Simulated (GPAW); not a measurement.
# Ga (C2/c) in GPAW: reference runs

Aim: a first look at Ga with PBE, on the cell as given and on a disturbed one.

Everything below comes from runs of GPAW 26.7.0. Logs are shortened: lines on timing, memory, paths and dates and some standing lists are left out, and cuts for length are marked. The log counts tension as positive stress, the text compression.

## Step 1: Starting point

Symmetry: C2/c, No. 15, monoclinic system. Conventional cell: a = 2.766 Å, b = 8.053 Å, c = 3.332 Å, α = 90.00°, β = 92.02°, γ = 90.00°. Ga (site symmetry 2) is surrounded by 8 Ga at 2.69 to 2.92 Å.

This isn't the form of Ga at room conditions, which is orthorhombic.

## Step 2: Single point, PBE

Input file run.py:

```python
from ase import Atoms
from ase.dft.bandgap import bandgap
from ase.io import write
from ase.units import Bohr, GPa
from gpaw import GPAW, PW
from gpaw.elf import elf_from_dft_calculation

atoms = Atoms(['Ga', 'Ga'],
              cell=[[1.383, -4.0265, 0.0],
                    [1.383, 4.0265, 0.0],
                    [-0.1174474948, 0.0, 3.3299294416]],
              scaled_positions=[[0.131, 0.869, 0.75],
                                [0.869, 0.131, 0.25]],
              pbc=True)

calc = GPAW(mode=PW(600),
            xc='PBE',
            kpts={'size': (10, 10, 8), 'gamma': True},
            occupations={'name': 'fermi-dirac', 'width': 0.05},
            nbands=10,
            convergence={'density': 1e-05, 'energy': 1e-05},
            maxiter=150,
            txt='gpaw.txt')
atoms.calc = calc
energy = atoms.get_potential_energy()
forces = atoms.get_forces()
stress = atoms.get_stress()
calc.write('gs.gpw')
write('result.traj', atoms)
print(f'Energy: {energy:.6f} eV')
print('Forces (eV/A):')
print(forces.round(4))
print('Stress (GPa):', (stress / GPa).round(3))
print('Fermi level:', round(calc.get_fermi_level(), 4), 'eV')
print(f'Gap: {bandgap(calc)[0]:.4f} eV, direct: {bandgap(calc, direct=True)[0]:.4f} eV')

# fields on the real-space grid
write('density.cube', atoms, data=calc.get_pseudo_density() * Bohr**3)
write('potential.cube', atoms, data=calc.get_electrostatic_potential())
write('elf.cube', atoms, data=elf_from_dft_calculation(calc).data)
```

Potentials or basis: GPAW PAW data sets (gpaw-data 1.2.1), pw.

Launch:

```
$ OMP_NUM_THREADS=1 python run.py
```

gpaw.txt:

```text
__  _  _
 | _ |_)|_||  |
 |__||  | ||/\| - 26.7.0

Input parameters:
  mode=PW(ecut=600.0),
  convergence={'density': 1e-05, 'energy': 1e-05},
  kpts=MonkhorstPack(size=(10, 10, 8), gamma=True),
  maxiter=150,
  nbands=10,
  occupations=Occupations(name='fermi-dirac', width=0.05),
  xc=XC(name='PBE')

Diagonalizing LCAO Hamiltonian
Converting LCAO to pw mode

           Ga

       Ga

Atoms  # Å, Bohr magnetons
|   | symbol |        x |         y |        z |    initial magnetic moments |
|---|--------|----------|-----------|----------|-----------------------------|
| 0 |     Ga | 1.294914 |  2.971557 | 2.497447 | ( 0.0000,  0.0000,  0.0000) |
| 1 |     Ga | 1.353638 | -2.971557 | 0.832482 | ( 0.0000,  0.0000,  0.0000) |

Unit cell  # Å
| periodic |         x |         y |        z |  lengths |     angles |
|----------|-----------|-----------|----------|----------|------------|
|      yes |  1.383000 | -4.026500 | 0.000000 | 4.257393 |  90.656069 |
|      yes |  1.383000 |  4.026500 | 0.000000 | 4.257393 |  90.656069 |
|      yes | -0.117447 |  0.000000 | 3.329929 | 3.332000 | 142.087422 |

Number of symmetries: 2
Symmetry operations  # r_c * U_cc + t_c -> r_c
|   | kind |            matrix            |
|---|------|------------------------------|
| 0 |  E   |  1, 0, 0,  0, 1, 0,  0, 0, 1 |
| 1 |  i   | -1, 0, 0,  0,-1, 0,  0, 0,-1 |

BZ-sampling:
  Number of BZ points: 800
  Number of IBZ points: 404

  Monkhorst-Pack size: [10, 10, 8]
  Monkhorst-Pack shift: [0.05, 0.05, 0.0625]

K-points  # in reciprocal-cell coordinates
|     |                                coordinates |     weight |
|-----|--------------------------------------------|------------|
|   0 | (  0.00000000,   0.00000000,   0.00000000) | 0.00125000 |
|   1 | (  0.00000000,   0.00000000,   0.12500000) | 0.00250000 |
|   2 | (  0.00000000,   0.00000000,   0.25000000) | 0.00250000 |
|   3 | (  0.00000000,   0.00000000,   0.37500000) | 0.00250000 |
|   4 | (  0.00000000,   0.00000000,   0.50000000) | 0.00125000 |
|   5 | (  0.00000000,   0.10000000,  -0.37500000) | 0.00250000 |
|   6 | (  0.00000000,   0.10000000,  -0.25000000) | 0.00250000 |
|   7 | (  0.00000000,   0.10000000,  -0.12500000) | 0.00250000 |
|   8 | (  0.00000000,   0.10000000,   0.00000000) | 0.00250000 |
|   9 | (  0.00000000,   0.10000000,   0.12500000) | 0.00250000 |
| ... |                                            |            |
| 403 | (  0.50000000,   0.50000000,   0.50000000) | 0.00125000 |

Plane wave coefficients: 1265
Cutoff: 600.0 eV

Spin-components: 1 (collinear spins)
Bands:           10
Projectors:      10
Spin-degeneracy: 2
Datatype:        complex128

Parallelization:
  kpt:    1
  domain: 1
  band:   1

Density:
  Valence electrons: 6.0
  Components: 1
  Grid points: [25 25 20]
  Charge: 0.0  # |e|

Potential:
  Grid points: [25 25 20]

species:
  Ga:
    name:    Gallium
    Z:       31.0
    valence: 3
    core:    28
    charge:  0.0  # [|e|]
    compensation charges:
      type: gauss
      rc: 0.37  # [Å]
      lmax: 2
    cutoffs:
      filter: 2.06  # [Å]
      core: 4.17  # [Å]
    projectors
    | kind |    occ | energy [eV] | rcut [Å] |
    |------|--------|-------------|----------|
    |   4s |  2.000 |      -8.945 |    1.164 |
    |   4p |  1.000 |      -2.580 |    1.164 |
    |    s |        |      18.266 |    1.164 |
    |    p |        |      24.631 |    1.164 |
    |    d |        |       0.000 |    1.164 |

    Using partial waves for Ga as LCAO basis

Reference energy: -105769.343058  # eV

eigensolver:
  PPCG
  Converge bands: occupied
  niter=2

density mixing:
  MSR1-Mixer
  Pratt-step length: 0.05
  Maximum mixing coefficient: 0.75
  Old densities: 10
  SVD Regularization: 0.005
  Good broyden scale: 1.0
  Trust region scale: 1.0
  Backstep threshold: 4.0
  History deletion threshold: 6.0
  Fourier metric: weight=20.0, sigma=0.015

occupation numbers:
  Fermi-Dirac:
    width: 0.0500  # eV

poisson solver:
  ecut: 4800.0  # eV

xc functional:
  name: PBE with 2 nearest neighbor stencil

convergence criteria:
[... 6 lines left out ...]
|iter     | |      energy | eigst |  dens |
|---------|-|-------------|-------|-------|
|iter:   1| |   -5.797456 | -0.92 |       |
|iter:   2| |   -5.796639 | -3.26 | -1.05 |
|iter:   3| |   -5.786924 | -3.55 | -1.07 |
|iter:   4| |   -5.786596 | -4.31 | -1.59 |
|iter:   5| |   -5.786615 | -5.71 | -2.64 |
|iter:   6| |   -5.786617c| -6.65 | -3.13 |
|iter:   7| |   -5.786617c| -7.72c| -4.10 |
|iter:   8| |   -5.786617c| -8.18c| -4.57 |
|iter:   9| |   -5.786617c| -9.66c| -5.92c|

Converged in 9 steps
Energy contributions relative to reference atoms: (reference = -105769.343058)

Energy contributions:
  Kinetic:          19.216743
  Coulomb:         -15.324028
  Zero:              0.023136
  External:          0.000000
  Xc:               -9.699663
  Entropy:          -0.005609
  Spinorbit:         0.000000
  ----------------------------
  Free energy:      -5.789421
  Extrapolated:     -5.786617

dipole moment: (-0.000039, -0.000000, -0.000049)  # |e|*Ang

Fermi level: 6.318
Eigenvalues  # (at kpt = [0.000, 0.000, 0.000])
| band index |      eig [eV] | occ [0-2] |
|------------|---------------|-----------|
|          0 |        -4.897 |     2.000 |
|          1 |         4.235 |     2.000 |
|          2 |         4.694 |     2.000 |
|          3 |         7.978 |     0.000 |
|          4 |        11.754 |     0.000 |
|          5 |        16.040 |     0.000 |
|          6 |        16.568 |     0.000 |
|          7 |        16.755 |     0.000 |
|          8 |        17.093 |     0.000 |
|          9 |        19.096 |     0.000 |

No gap
No difference between direct/indirect transitions

Forces  # eV/Ang
|        x |        y |        z |
|----------|----------|----------|
| -0.00000 | -0.21582 | -0.00000 |  # Ga   0
|  0.00000 |  0.21582 |  0.00000 |  # Ga   1

Stress tensor  # eV/Ang^3
|         x |         y |         z |
|-----------|-----------|-----------|
| -0.017717 |  0.000000 | -0.002861 |
|  0.000000 | -0.014627 |  0.000000 |
| -0.002861 |  0.000000 | -0.005701 |

# Writing to gs.gpw (mode='')
```

Wall time 66 s (1 thread of Arm Neoverse V2, shared host); peak memory 0.31 GiB.

What came out:

```yaml
Free_energy: -5.7894 eV
Pressure: 2.0 GPa
Largest_force: 0.216 eV/Å
Band_gap_on_the_k_mesh: none (metal or under the smearing width)
```

Forces on the atoms (eV/Å):
```
Ga   0.000 -0.216  0.000
Ga   0.000  0.216  0.000
```

Stress tensor (GPa, compression positive):
```
2.84 0.00 0.46
0.00 2.34 0.00
0.46 0.00 0.91
```

Caveat: the program warned that so skewed a cell can give wrong results.

## Step 3: Single point, PBE (atoms moved at random, drawn with an rms of 0.05 Å)

run.py: that of step 2 with these lines changed.

```diff
@@ -3,5 +3,4 @@
 from ase.io import write
-from ase.units import Bohr, GPa
+from ase.units import GPa
 from gpaw import GPAW, PW
-from gpaw.elf import elf_from_dft_calculation
 
@@ -11,4 +10,4 @@
                     [-0.1174474948, 0.0, 3.3299294416]],
-              scaled_positions=[[0.131, 0.869, 0.75],
-                                [0.869, 0.131, 0.25]],
+              scaled_positions=[[0.116991, 0.856835, 0.748342],
+                                [0.866666, 0.132424, 0.236628]],
               pbc=True)
@@ -35,6 +34 @@
 print(f'Gap: {bandgap(calc)[0]:.4f} eV, direct: {bandgap(calc, direct=True)[0]:.4f} eV')
-
-# fields on the real-space grid
-write('density.cube', atoms, data=calc.get_pseudo_density() * Bohr**3)
-write('potential.cube', atoms, data=calc.get_electrostatic_potential())
-write('elf.cube', atoms, data=elf_from_dft_calculation(calc).data)
```

Potentials or basis: GPAW PAW data sets (gpaw-data 1.2.1), pw.

Launch:

```
$ OMP_NUM_THREADS=1 python run.py
```

It took 63 s on 1 thread of Arm Neoverse V2, shared host; peak memory 0.31 GiB.

It converged, with:

```
Free energy            : -5.7892 eV
Pressure               : 2.1 GPa
Largest force          : 0.196 eV/Å
Band gap on the k mesh : none (metal or under the smearing width)
```

Forces on the atoms (eV/Å):
```
Ga   0.006 -0.178 -0.083
Ga  -0.006  0.178  0.083
```

Stress tensor (GPa, compression positive):
```
2.96 0.02 0.47
0.02 2.32 0.13
0.47 0.13 0.87
```

Levels at points of the mesh, in eV from the Fermi level:
```csv
k point,band 1,band 2,band 3,band 4,band 5,band 6
"(0.00, 0.00, 0.00)",-11.22,-2.08,-1.62,1.66,5.42,9.70
"(0.00, 0.00, 0.50)",-7.90,-7.70,1.57,1.82,2.45,2.51
"(0.00, 0.50, 0.00)",-6.09,-5.08,-1.32,0.01,5.94,6.67
"(0.00, 0.50, 0.50)",-2.90,-2.76,-1.63,-1.60,1.68,2.35
"(0.50, 0.00, 0.00)",-6.14,-5.00,-1.37,0.03,5.74,6.64
"(0.50, 0.00, 0.50)",-2.95,-2.79,-1.72,-1.41,1.87,2.29
"(0.50, 0.50, 0.00)",-9.14,-8.57,3.99,4.62,5.86,6.09
"(0.50, 0.50, 0.50)",-6.14,-6.07,-4.42,-4.35,10.70,11.01
```

Caveat: the program warned that so skewed a cell can give wrong results.
